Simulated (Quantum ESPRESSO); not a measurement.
Two runs for the O K edge of atom 2 in MgO (Periclase, Fm-3m). Run A: Quantum ESPRESSO XSpectra, PBE, full core hole (charged cell), 16-atom cell with 6.0 Å between holes, 5×5×5 k points, dipole transitions, Lorentzian half width 0.4 eV. Run B differs in one choice.

Energy from the lowest empty level; intensity scaled to a mean of 1 over the first 20 eV:

| E (eV) | A | B |
| --- | --- | --- |
| -2.00 | 0.04 | 0.04 |
| -1.25 | 0.05 | 0.05 |
| -0.50 | 0.07 | 0.06 |
| 0.25 | 0.12 | 0.11 |
| 1.00 | 0.22 | 0.21 |
| 1.75 | 0.43 | 0.36 |
| 2.50 | 0.73 | 0.64 |
| 3.25 | 1.36 | 0.82 |
| 4.00 | 2.06 | 1.16 |
| 4.75 | 2.44 | 1.47 |
| 5.50 | 2.38 | 1.73 |
| 6.25 | 2.32 | 3.16 |
| 7.00 | 3.31 | 3.22 |
| 7.75 | 1.45 | 1.56 |
| 8.50 | 0.63 | 1.01 |
| 9.25 | 0.45 | 0.76 |
| 10.00 | 0.39 | 0.56 |
| 10.75 | 0.34 | 0.46 |
| 11.50 | 0.46 | 0.42 |
| 12.25 | 1.03 | 0.62 |
| 13.00 | 1.06 | 1.24 |
| 13.75 | 1.11 | 1.91 |
| 14.50 | 0.84 | 0.99 |
| 15.25 | 0.59 | 0.64 |
| 16.00 | 0.48 | 0.60 |
| 16.75 | 0.43 | 0.56 |
| 17.50 | 0.53 | 0.68 |
| 18.25 | 0.53 | 0.74 |
| 19.00 | 0.41 | 0.66 |
| 19.75 | 0.37 | 0.39 |
| 20.50 | 0.60 | 0.43 |
| 21.25 | 0.59 | 0.39 |
| 22.00 | 1.04 | 0.68 |
| 22.75 | 1.54 | 1.13 |
| 23.50 | 1.36 | 1.36 |
| 24.25 | 1.54 | 2.01 |
| 25.00 | 1.13 | 1.37 |
| 25.75 | 0.57 | 1.03 |
| 26.50 | 0.37 | 0.49 |
| 27.25 | 0.33 | 0.35 |
| 28.00 | 0.34 | 0.44 |
| 28.75 | 0.41 | 0.31 |
| 29.50 | 0.37 | 0.60 |
| 30.25 | 0.37 | 0.61 |
| 31.00 | 0.46 | 0.59 |
| 31.75 | 0.50 | 0.75 |

The database entry behind the starting cell differs from later determinations by our own check (about 0.1 % long), so it need not match the best structure at ambient conditions.

Q: What was changed?
a) the size of the supercell
b) the volume of the cell
c) the radius of the reconstruction
d) the broadening

(a): run B changes the supercell atoms from 16 to 2, and the k mesh follows the cell. The scaled spectrum changes by 32 % r.m.s. The highest intensity below 16 eV goes from 6.9 eV (3.32) to 6.7 eV (3.79). Other settings could leave a like mark; this is the one that was changed.

[Hosts, paths, dates, database ids (printed as entryN), source tags and the programs' standing remarks are cut or masked in the printed files.]

[Lists of maxima count a maximum above −3 eV only where it reaches 4 % of the highest in the window and stands out from its surroundings by 2 % of it (1.5 % where it reaches 55 %); shoulders and weaker maxima are passed over, and of the rest the first, up to two pre-edge ones and the few strongest are named.]
